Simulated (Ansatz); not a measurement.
# ZrO2: how the settings move a single-point run

How sensitive is a single-point run of ZrO2 to its settings? A reference run comes first, then one run with altered input.

Program: Ansatz 0.2.0. Level of theory: reference: DFT, PBE, plane waves, PAW. These are calculated values, not measurements.

1 further run of the same task is left out (it didn't finish).

### Step 1. The system as given

Symmetry: Fm-3m, No. 225, cubic system. Conventional cell: a = 5.089 Å, b = 5.089 Å, c = 5.089 Å, α = 90.00°, β = 90.00°, γ = 90.00°. Zr (site symmetry m-3m) has 8 O at 2.20 Å as nearest neighbours. Around O (site symmetry -43m) lie 4 Zr at 2.20 Å.

As a file:

```
CELL_PARAMETERS angstrom
0.00000 2.54471 2.54471
2.54471 0.00000 2.54471
2.54471 2.54471 0.00000
ATOMIC_POSITIONS crystal
Zr 0.00000 0.00000 0.00000
O 0.25000 0.25000 0.25000
O 0.75000 0.75000 0.75000
```

### Step 2. Reference

The input, input.yaml:

```yaml
crystal:
  lattice:
    - [0.0, 2.5447135875, 2.5447135875]
    - [2.5447135875, 0.0, 2.5447135875]
    - [2.5447135875, 2.5447135875, 0.0]
  atoms:
    - { symbol: Zr, position: [0.0, 0.0, 0.0] }
    - { symbol: O, position: [0.25, 0.25, 0.25] }
    - { symbol: O, position: [0.75, 0.75, 0.75] }
kpoints:
  mp_grid: { grid: [6, 6, 6] }
hamiltonian:
  xc: pbe
scf:
  occupations: { method: fixed }
  n_extra_bands: 4
output:
  forces: true
  stress: true
  eigenvalues: true
```

On the command line:

```
$ ansatz run input.yaml --threads 4 --pin off --max-ram 3686MiB --backend cpu --events-out ev --progress --plain --runs-dir out
```

### Step 3. Variant: xc mr2scan

input.yaml, as its differences from that of step 2:

```diff
@@ -12,3 +12,3 @@
 hamiltonian:
-  xc: pbe
+  xc: mr2scan
 scf:
```

What does the calculation give? Wanted: for each run, ending; energy change; pressure; gap; force.

As calculated:

```
          run     ending   energy change  pressure (GPa)  gap (eV)  force (eV/Å)  cycles    time
    reference  converged               -             3.8      3.36          0.00       6  0.54 s
1: xc mr2scan  converged  not comparable             0.0      3.89          0.00       6   1.2 s
```

Residual by cycle in the longest SCF loop of each run; runs are numbered as in the table. The quantity is the density residual dr2, in eV.

```
cycle  reference    run 1
    1    0.00104    0.108
    2     5.4e-4   0.0271
    3     1.8e-5  0.00161
    4     1.3e-6   8.1e-5
    5     1.3e-8   6.9e-7
    6     1.3e-9   1.3e-8
```

Total energies don't compare across a change of functional; the pressure goes from 3.8 to 0.0 GPa and the gap on the mesh goes from 3.36 to 3.89 eV. At this fixed cell a lower pressure means that this functional prefers a smaller volume than the reference. Meta-GGAs of this kind usually give somewhat wider gaps than GGAs.
